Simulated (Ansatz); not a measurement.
**Cs: do the settings matter for the field gradients?**

Cell: a Materials Project structure (computed, not necessarily an observed phase), taken as it stands.

```
CELL_PARAMETERS angstrom
5.47713 0.00000 0.00000
0.00000 9.90288 0.00000
0.00000 0.00000 9.20709
ATOMIC_POSITIONS crystal
Cs 0.73537 0.60699 0.75000
Cs 0.26463 0.39301 0.25000
Cs 0.73537 0.89301 0.25000
Cs 0.26463 0.10699 0.75000
```

Atoms are numbered from 1 in the order listed; like atoms form one site, named after its first atom.

Reference run. Computed with Ansatz: DFT, PBE, plane waves and PAW, scalar-relativistic, 420 eV cutoff, Γ-centred 5×3×3 k-points, Fermi–Dirac smearing 0.05 eV.

Problem. The input is changed as follows: `scf.mixing.preconditioner`: not typed → resta; `scf.occupations.method`: fermi_dirac → methfessel_paxton. What happens to V_zz (10²¹ V/m²) and η?

Solution. 

| site | atom | V_zz reference | η reference | V_zz changed | η changed |
| --- | --- | --- | --- | --- | --- |
| Cs | 1 | -0.16 | 0.18 | -0.12 | 0.91 |

The largest change of V_zz is on Cs, from -0.16 to -0.12. Where |V_zz| stays above 0.1, η moves most on Cs, from 0.18 to 0.91. SCF iterations: 7 and 6.

On the reference run: The run finds no gap above 0.1 eV (a metal, or nearly one), so the gradients can move by 10 % or more with the k-mesh. Without spin–orbit coupling (the program notes it for Cs) the gradients can shift somewhat, as the gap is small.
